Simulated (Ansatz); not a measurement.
Input deck for Ansatz 0.2.0, then the block of the output on the nuclei.

The cell is a structure deposited in the COD, relaxed with PBE at fixed cell and then changed (z stretched by 3 %, ions relaxed).

```yaml
crystal:
  lattice:
    - [5.0598, 0.0, 0.0]
    - [0.0, 10.0172, 0.0]
    - [0.0, 0.0, 5.384428]
  atoms:
    - { symbol: Hf, position: [0.7451451983, 0.8845375016, 0.9648639152] }
    - { symbol: Hf, position: [0.2451451983, 0.6154624984, 0.0351360848] }
    - { symbol: Hf, position: [0.2548548017, 0.3845375016, 0.5351360848] }
    - { symbol: Hf, position: [0.7548548017, 0.1154624984, 0.4648639152] }
    - { symbol: Hf, position: [0.2548548017, 0.1154624984, 0.0351360848] }
    - { symbol: Hf, position: [0.7548548017, 0.3845375016, 0.9648639152] }
    - { symbol: Hf, position: [0.7451451983, 0.6154624984, 0.4648639152] }
    - { symbol: Hf, position: [0.2451451983, 0.8845375016, 0.5351360848] }
    - { symbol: O, position: [0.8705067731, 0.7907435841, 0.6240161033] }
    - { symbol: O, position: [0.3705067731, 0.7092564159, 0.3759838967] }
    - { symbol: O, position: [0.1294932269, 0.2907435841, 0.8759838967] }
    - { symbol: O, position: [0.6294932269, 0.2092564159, 0.1240161033] }
    - { symbol: O, position: [0.1294932269, 0.2092564159, 0.3759838967] }
    - { symbol: O, position: [0.6294932269, 0.2907435841, 0.6240161033] }
    - { symbol: O, position: [0.8705067731, 0.7092564159, 0.1240161033] }
    - { symbol: O, position: [0.3705067731, 0.7907435841, 0.8759838967] }
    - { symbol: O, position: [0.5028771792, 0.9764425487, 0.2617207594] }
    - { symbol: O, position: [0.0028771792, 0.5235574513, 0.7382792406] }
    - { symbol: O, position: [0.4971228208, 0.4764425487, 0.2382792406] }
    - { symbol: O, position: [0.9971228208, 0.0235574513, 0.7617207594] }
    - { symbol: O, position: [0.4971228208, 0.0235574513, 0.7382792406] }
    - { symbol: O, position: [0.9971228208, 0.4764425487, 0.2617207594] }
    - { symbol: O, position: [0.5028771792, 0.5235574513, 0.7617207594] }
    - { symbol: O, position: [0.0028771792, 0.9764425487, 0.2382792406] }
kpoints:
  mp_grid: { grid: [5, 3, 5] }
scf:
  occupations: { method: fermi_dirac, width: 0.02 }
hamiltonian:
  xc: pbe
  pseudopotentials: { kind: paw }
output:
  forces: true
  stress: true
  populations: true
  efg:
    quadrupole_moments_barn: { Hf: 3.365, O: -0.02558 }
    contact_densities: true
relax:
  f_tol: 0.02
  max_steps: 60
```

```sh
ansatz run input.yaml --threads 4 --pin off --max-ram 8192MiB --backend cpu --events-out ev --progress --plain --runs-dir out
```

The run relaxes the ions first, and the block belongs to the relaxed positions.

Of the output, the block on the nuclei alone is shown; the set-up, the SCF iterations, energies, forces and stress are cut. One atom of each set with nearly equal values is shown.

```
--- PAW observables at the nuclei: V_zz in 10²¹ V/m², potentials from the cell's mean, atoms counted from 1 ---
  atom   1  Hf V_zz =   +13.365190   η = 0.3901   by run symmetry: allowed   C_q = +1087.4632 MHz
            electrostatic potential = -14179.613623 V   contact ρ = 7528572.208575 e/Å³
  atom   9  O  V_zz =    -2.913106   η = 0.3753   by run symmetry: allowed   C_q = +1.8018 MHz
            electrostatic potential = -630.769767 V   contact ρ = 2156.399003 e/Å³
  atom  17  O  V_zz =    -1.913190   η = 0.9310   by run symmetry: allowed   C_q = +1.1833 MHz
            electrostatic potential = -630.429703 V   contact ρ = 2156.220172 e/Å³
```

The relaxation (5 steps) took 24 s of wall time (91 s of CPU time) and 1.8 GiB at its peak, on 4 threads of AMD EPYC 9R45 (Zen 5) (x86_64; 16 cores open to the job, memory cap 8.0 GiB, no GPU), a shared host with a load of 0.3 a core.

Without spin–orbit coupling the gradients at and beside Hf can be off by some per cent, at some sites by more.
